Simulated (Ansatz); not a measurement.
# Mg: single points about a listed cell

Aim: see how energy, forces, stress and gap of Mg answer to moves of single atoms, random distortions, swapped elements, distortions that keep the symmetry. Nothing is relaxed unless a step says so.

Computed with Ansatz 0.2.0 (DFT PBE, scalar-relativistic, plane waves, PAW, unless a step's input says otherwise).

1 further run of the same task is left out (set aside as unsound or not needed).

### Step 1. The structure to begin with

Symmetry: P6_3/mmc, No. 194, hexagonal system. The conventional cell has a = 3.209 Å, b = 3.209 Å, c = 5.210 Å, α = 90.00°, β = 90.00°, γ = 120.00°. Around Mg (site symmetry -6m2) lie 12 Mg at 3.20 to 3.21 Å.

As a file:

```cif
data_structure
_symmetry_space_group_name_H-M 'P 1'
_symmetry_Int_Tables_number 1
_cell_length_a 3.2093
_cell_length_b 3.2093
_cell_length_c 5.2103
_cell_angle_alpha 90.000
_cell_angle_beta 90.000
_cell_angle_gamma 120.000
_cell_volume 46.47
loop_
_atom_site_label
_atom_site_type_symbol
_atom_site_fract_x
_atom_site_fract_y
_atom_site_fract_z
_atom_site_occupancy
Mg1 Mg 0.33333 0.66667 0.25000 1
Mg2 Mg 0.66667 0.33333 0.75000 1
```

The structure comes from the Crystallography Open Database.

### Step 2. A change within the space group

The change: strain xx, yy, zz, yz, xz, xy = +2.0, +2.0, +0.5, +0.0, +0.0, +0.0 %.

input.yaml

```yaml
crystal:
  lattice:
    - [3.2724941817, 0.0, 0.0]
    - [-1.6362470908, 2.8340630951, 0.0]
    - [0.0, 0.0, 5.234818551]
  atoms:
    - { symbol: Mg, position: [0.3333333333, 0.6666666667, 0.25] }
    - { symbol: Mg, position: [0.6666666667, 0.3333333333, 0.75] }
basis:
  ecutwfc: 420
kpoints:
  mp_grid: { grid: [15, 15, 8] }
hamiltonian:
  xc: pbe
scf:
  occupations: { method: gaussian, width: 0.1 }
output:
  forces: true
  stress: true
  eigenvalues: true
```

Run with:

```bash
$ ansatz run input.yaml --threads 1 --pin off --max-ram 1331MiB --backend cpu --events-out ev --progress --plain --runs-dir out
```

### Step 3. One atom moved

input.yaml

```yaml
crystal:
  lattice:
    - [3.2092715325, 0.0, 0.0]
    - [-1.6046357662, 2.7793106748, 0.0]
    - [0.0, 0.0, 5.21033]
  atoms:
    - { symbol: Mg, position: [0.2270106409, 0.5912486856, 0.2078625538] }
    - { symbol: Mg, position: [0.6666666667, 0.3333333333, 0.75] }
basis:
  ecutwfc: 420
kpoints:
  mp_grid: { grid: [15, 15, 8] }
hamiltonian:
  xc: pbe
scf:
  occupations: { method: gaussian, width: 0.1 }
output:
  forces: true
  stress: true
  eigenvalues: true
```

### Step 4. Random moves and strain, cell strained

input.yaml

```yaml
crystal:
  lattice:
    - [3.1963381682, -0.021758861, 0.016463563]
    - [-1.6170128104, 2.8233750748, -0.0263806802]
    - [0.0267289929, -0.0340234549, 5.2624333]
  atoms:
    - { symbol: Mg, position: [0.3428582738, 0.6845200145, 0.2228347341] }
    - { symbol: Mg, position: [0.6571417262, 0.3154799855, 0.7771652659] }
basis:
  ecutwfc: 420
kpoints:
  mp_grid: { grid: [14, 14, 8] }
hamiltonian:
  xc: pbe
scf:
  occupations: { method: gaussian, width: 0.1 }
output:
  forces: true
  stress: true
  eigenvalues: true
```

### Step 5. A distortion that keeps the symmetry

input.yaml

```yaml
crystal:
  lattice:
    - [3.0908173202, 0.0, 0.0]
    - [-1.5454086601, 2.6767263178, 0.0]
    - [0.0, 0.0, 5.4869464197]
  atoms:
    - { symbol: Mg, position: [0.3333333333, 0.6666666667, 0.25] }
    - { symbol: Mg, position: [0.6666666667, 0.3333333333, 0.75] }
basis:
  ecutwfc: 420
kpoints:
  mp_grid: { grid: [15, 15, 8] }
hamiltonian:
  xc: pbe
scf:
  occupations: { method: gaussian, width: 0.1 }
output:
  forces: true
  stress: true
  eigenvalues: true
```

### Step 6. A distortion that keeps the symmetry

input.yaml: that of step 5 with these lines changed.

```diff
@@ -2,5 +2,5 @@
   lattice:
-    - [3.0908173202, 0.0, 0.0]
-    - [-1.5454086601, 2.6767263178, 0.0]
-    - [0.0, 0.0, 5.4869464197]
+    - [3.1981353603, 0.0, 0.0]
+    - [-1.5990676801, 2.7696664668, 0.0]
+    - [0.0, 0.0, 5.1140952049]
   atoms:
```

### Step 7. A change within the space group

input.yaml: that of step 6 with these lines changed.

```diff
@@ -2,5 +2,5 @@
   lattice:
-    - [3.1981353603, 0.0, 0.0]
-    - [-1.5990676801, 2.7696664668, 0.0]
-    - [0.0, 0.0, 5.1140952049]
+    - [3.3857493741, 0.0, 0.0]
+    - [-1.692874687, 2.9321449688, 0.0]
+    - [0.0, 0.0, 5.1842262467]
   atoms:
```

### Step 8. Substitution of an element, cell strained: Mg → Cd, first probe

input.yaml

```yaml
crystal:
  lattice:
    - [3.3212262188, 0.0, 0.0]
    - [-1.6606131094, 2.8762662772, 0.0]
    - [0.0, 0.0, 5.4712438154]
  atoms:
    - { symbol: Cd, position: [0.3333333333, 0.6666666667, 0.25] }
    - { symbol: Cd, position: [0.6666666667, 0.3333333333, 0.75] }
basis:
  ecutwfc: 420
kpoints:
  mp_grid: { grid: [6, 6, 4] }
hamiltonian:
  xc: pbe
scf:
  occupations: { method: gaussian, width: 0.1 }
output:
  forces: true
  stress: true
  eigenvalues: true
```

### Step 9. Substitution of an element, cell strained: Mg → Cd

input.yaml: that of step 8 with these lines changed.

```diff
@@ -11,3 +11,3 @@
 kpoints:
-  mp_grid: { grid: [6, 6, 4] }
+  mp_grid: { grid: [15, 15, 8] }
 hamiltonian:
```

Q: Predict the outcome of this session. Wanted: for each run, case; energy; pressure; largest force.

The runs gave:

```
step                                                case  energy (meV/atom)  pressure (GPa)  largest force (eV/Å)  gap on the mesh (eV)
   2                     a change within the space group               +0.0            -1.8                  0.00                  0.00
   3                                      one atom moved              +44.6             0.4                  0.69                  0.00
   4              random moves and strain, cell strained             +44.0*             0.0                  0.73                  0.00
   5                a distortion that keeps the symmetry              +13.3             0.8                  0.00                  0.00
   6                a distortion that keeps the symmetry               -7.6             0.5                  0.00                  0.00
   7                     a change within the space group              +26.9            -3.2                  0.00                  0.00
   9  substitution of an element, cell strained: Mg → Cd                n/a            -3.7                  0.00                  0.00
```

Energies are counted from step 2, with the smearing taken to zero; a star marks another k mesh, which can shift energies by itself, so starred rows don't rank against the others. Other atoms or functionals have another zero of energy (n/a). A gap of 0.00 means none on the mesh at this level.

What this shows: Among the distorted cells of the listed formula and level the largest force, 0.73 eV/Å, comes in step 4, shared by 2 atoms. The distorted cells of the listed formula and level show no gap on the mesh.
